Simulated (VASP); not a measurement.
A run of VASP 6.6.1:

The input INCAR:

```
SYSTEM = ZnCu
PREC = Accurate ; ENCUT = 520
EDIFF = 1E-7 ; ISMEAR = 0
SIGMA = 0.1 ; LREAL = .FALSE.
LASPH = .TRUE. ; NELM = 100
ALGO = Fast ; ISIF = 2
LWAVE = .FALSE. ; LCHARG = .TRUE.
GGA = PE ; LELF = .TRUE.
LVHAR = .TRUE. ; NBANDS = 18
```

Contents of KPOINTS:

```
regular mesh
0
G
  16 16 12
  0 0 0
```

The input POSCAR:

```
ZnCu
1.0
    2.7745466511      0.0000000000      0.0000000000
    0.0000000000      2.7745466511      0.0000000000
    0.0000000000      0.0000000000      3.3310580797
Zn Cu
1 1
Direct
    0.5000000000      0.5000000000      0.5000000000
    0.0000000000      0.0000000000      0.0000000000
```

Potentials or basis: VASP PAW PBE potentials, release 64 (Zn, Cu).

Launch:

```sh
$ cat potpaw_PBE.64/Zn/POTCAR potpaw_PBE.64/Cu/POTCAR > POTCAR
$ mpirun -np 1 vasp_std > vasp.out
```

Hardware: 1 thread of Intel(R) Xeon(R) Platinum 8559C (Emerald Rapids), on a shared host.

Problem. How long does it take, and how much memory?

Solution. It took 83 s on 1 thread of Intel(R) Xeon(R) Platinum 8559C (Emerald Rapids), on a shared host, peak memory 0.26 GiB. Counts: scf iterations 18, k points 315.
